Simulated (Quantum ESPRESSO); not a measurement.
TiCo3: equation of state with LDA

TiCo3:

```
Co Ti
1.0
     3.57100    0.00000    0.00000
     0.00000    3.57100    0.00000
     0.00000    0.00000    3.57100
Co Ti
3 1
Cartesian
  1.7855 1.7855 0.0000
  1.7855 0.0000 1.7855
  0.0000 1.7855 1.7855
  0.0000 0.0000 0.0000
```

```
Program                     : Quantum ESPRESSO 7.5
Task                        : equation of state
Functional                  : LDA
Potentials or basis         : GBRV 1.5 LDA
Cutoff                      : 762 eV
Density cutoff              : 6095 eV
k mesh                      : 8 × 8 × 8
Occupations                 : fermi-dirac, width 0.05 eV
Spin                        : collinear spin, ferromagnetic start
Starting moments            : [2.0, 2.0, 2.0, 1.0] μB
Form of the LDA correlation : PZ81
Mixing beta                 : 0.3
Most SCF iterations         : 120
SCF threshold               : 8e-10 Ry
```

* Equilibrium volume: 10.64 Å³/atom (rough: see the caveat)
* Bulk modulus: 356 GPa (rough)

Energy against volume, from the lowest point:
| volume (Å³/atom) | energy (meV/atom) |
| --- | --- |
| 10.701 | 0.00 |
| 10.929 | 6.60 |
| 11.157 | 20.00 |
| 11.384 | 43.03 |
| 11.612 | 64.46 |
| 11.840 | 85.49 |
| 12.067 | 113.14 |

All runs of the series together: 14 min on 2 threads of Intel(R) Xeon(R) Platinum 8488C (Sapphire Rapids) (shared host).

Caveat: the fit is doubtful: noisy points or a state that changes with volume; the minimum lies outside the volumes run.
